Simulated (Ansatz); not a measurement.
The cell comes from COD entry 9008470, which wasn't checked; take it as a given geometry. The listed cell was then made from it by scaling, straining or moving an atom.

Ir: DFT, PBE, all-electron LAPW, scalar-relativistic (Ansatz 0.2.0). What sets it apart from a plain run of this crystal: volume scaled by 1.01.

Command: `ansatz run input.yaml --threads 1 --pin off --max-ram 3072MiB --backend cpu --events-out ev --progress --plain --runs-dir out` The run took 19 s on 1 thread of Arm Neoverse V1 (shared host), peak memory 0.36 GiB.

```yaml
crystal:
  lattice:
    - [0.0, 1.9260777877, 1.9260777877]
    - [1.9260777877, 0.0, 1.9260777877]
    - [1.9260777877, 1.9260777877, 0.0]
  atoms:
    - { symbol: Ir, position: [0.0, 0.0, 0.0] }
kpoints:
  mp_grid: { grid: [15, 15, 15] }
  band_path:
    path:
      - [0.0, 0.0, 0.0]
      - [0.5, 0.0, 0.5]
      - [0.625, 0.25, 0.625]
      - [0.375, 0.375, 0.75]
      - [0.0, 0.0, 0.0]
      - [0.5, 0.5, 0.5]
      - [0.5, 0.25, 0.75]
      - [0.5, 0.0, 0.5]
    npoints: 5
scf:
  occupations: { method: fermi_dirac, width: 0.05 }
hamiltonian:
  xc: pbe
  pseudopotentials: { kind: all_electron, lapw: { basis_error: 0.0005 } }
output:
  forces: true
  stress: true
  eigenvalues: true
```

Output (standing set-up lines are left out):

```
LAPW: plane waves up to 8.904 Å⁻¹, error target 5.0e-4 eV per atom; small_component_spin mean_spin; Ir in spheres of 1.362 Å, 41 of its electrons in bands, Dirac shells []
Crystal: 1 atoms, lattice volume = 14.291 Å³
Basis set: ecut = 302.0403099327834 eV, 169 PW (Γ), exchange–correlation at level 2
iter 1 solved again at ethr=3.98e-5 eV; its pass at ethr=1.00e-1 eV (dr2=1.63e-2 eV) is discarded
SCF iter   1: F=—  HF=-485026.054998 eV  |F-HF|=—  |Δ(HF+E_count)|=         —  Δρ=1.71e-2  dr2=1.65e-2  ethr=3.98e-5  ⟨swp⟩=3.3  Hψ=19540  notcnv=0
preconditioner: auto → none  [metal: Δε(μ)=0.017 eV  Ē_g=14.032 eV  σ=0.050 eV  W_gap=0.09  n_scr=8 (ndim 8)  ℏωp=29.5 eV  f_vac=0.000  D(μ)=0.97/eV (n_scr^D=14)  sad-step TF]
SCF iter   2: F=—  HF=-485025.987992 eV  |F-HF|=—  |Δ(HF+E_count)|=   6.70e-2  Δρ=6.16e-3  dr2=2.62e-3  ethr=3.98e-5  ⟨swp⟩=2.5  Hψ=9238  notcnv=0
SCF iter   3: F=—  HF=-485025.986103 eV  |F-HF|=—  |Δ(HF+E_count)|=         —  Δρ=3.53e-3  dr2=8.35e-4  ethr=6.40e-6  ⟨swp⟩=2.0  Hψ=8712  notcnv=0
the basis was enlarged: its passes take 1.1 MiB over the memory plan, 1 of 1 planned eigensolver slots
iter 4 solved again at ethr=1.72e-7 eV; its pass at ethr=2.04e-6 eV (dr2=7.05e-5 eV) is discarded
SCF iter   4: F=—  HF=-485025.986462 eV  |F-HF|=—  |Δ(HF+E_count)|=   3.59e-4  Δρ=9.74e-4  dr2=7.05e-5  ethr=1.72e-7  ⟨swp⟩=2.0  Hψ=14817  notcnv=0
SCF iter   5: F=—  HF=-485025.986510 eV  |F-HF|=—  |Δ(HF+E_count)|=   4.82e-5  Δρ=7.25e-5  dr2=4.25e-7  ethr=1.72e-7  ⟨swp⟩=2.0  Hψ=8712  notcnv=0
SCF iter   6: F=-485025.986510 eV  HF=-485025.986510 eV  |F-HF|=1.69e-9  |Δ(HF+E_count)|=   2.70e-7  Δρ=2.90e-6  dr2=3.36e-10  ethr=1.04e-9  ⟨swp⟩=3.0  Hψ=8997  notcnv=0
SCF 1 converged in 6 iterations: F = -485025.986510 eV  dr2 = 3.36e-10
NSCF: frozen V_eff on 36 k-points
SCF converged after 6 iterations
Free energy (F): -485025.986510 eV
Harris-Foulkes:  -485025.986510 eV  (|F-HF|=1.69e-9)
Internal energy: -485025.978447 eV  (E = F + TS)
E sigma→0 (E₀):  -485025.982479 eV
Entropy (-TS):   -0.008063 eV (-8.063 meV/atom)
Fermi energy:    31.662059 eV
--- Per-component energies (eV) ---
  E_band       = -2880.073817
  E_kinetic    = 548826.976655
  E_xc         = -9475.398693
  E_electrostatic = -1024377.556409  (all electrons and nuclei)
  E_smearing   = -0.008063  (= −TS)
  E_closure    = -0.000000  (closes the sum)
  E_atoms      = -485016.743210  (free atoms, spherical and without spin; not in F)
  Σ components = -485025.986510   (vs F -485025.986510, Δ=0.00e0)
  Basis errors (estimates in eV, not in F): energy 1.2e-4 per atom: plane waves 9.4e-5 (4.7e-5 summed), levels above the bands 2.0e-156, relativity 4.1e-8, radial functions 2.1e-5, core shells 3.6e-7; eigenvalues (radial functions only) 7.3e-7; not estimated: angular momenta, meshes, grids; target (lapw.basis_error) 5.0e-4; muffin-tin radii Ir 1.362 Å
--- Forces (eV/Å), atoms counted from 1 ---
  atom   1  Ir     0.00000000     0.00000000    -0.00000000
  max |Σ_I F_I| component: 2.55e-31 eV/Å
--- Stress (GPa, compression-positive) ---
        5.035794       0.000000       0.000000
        0.000000       5.035794       0.000000
        0.000000       0.000000       5.035794
  P = ⅓ Tr σ = 5.0358 GPa (50.358 kbar)
--- Band table (eV; the first three rows and the last of 120) ---
  k-point 0: bands = ["-253.9058", "-253.9058", "-253.9058", "-253.8640", "-253.8640", "-61.2454", "-25.6013", "-25.5611", "-25.5611", "-25.5611", "-25.5451", "-25.5451", "-25.5451", "-17.7321", "-17.7321", "-17.7321", "20.5999", "27.7843", "27.7843", "27.7843", "30.4337", "30.4337", "45.2393", "50.7003", "50.7003"]
  k-point 1: bands = ["-253.9058", "-253.9058", "-253.9058", "-253.8640", "-253.8640", "-61.2427", "-25.6011", "-25.5615", "-25.5615", "-25.5611", "-25.5451", "-25.5449", "-25.5449", "-17.7663", "-17.7368", "-17.7368", "20.7962", "27.6799", "27.8681", "27.8681", "30.3793", "30.3793", "45.5775", "49.8139", "51.0265"]
  k-point 2: bands = ["-253.9058", "-253.9058", "-253.9058", "-253.8640", "-253.8640", "-61.2350", "-25.6005", "-25.5625", "-25.5625", "-25.5610", "-25.5452", "-25.5444", "-25.5444", "-17.8623", "-17.7501", "-17.7501", "21.3547", "27.4321", "28.0712", "28.0712", "30.2826", "30.2826", "46.4605", "48.1600", "51.9671"]
  k-point 119: bands = ["-253.9058", "-253.9058", "-253.9058", "-253.8640", "-253.8640", "-61.1621", "-25.5944", "-25.5695", "-25.5693", "-25.5671", "-25.5421", "-25.5420", "-25.5414", "-18.2543", "-18.2198", "-18.0129", "25.4431", "26.4700", "27.1240", "29.8899", "32.9629", "39.0985", "40.3365", "41.3546", "45.0205"]
```
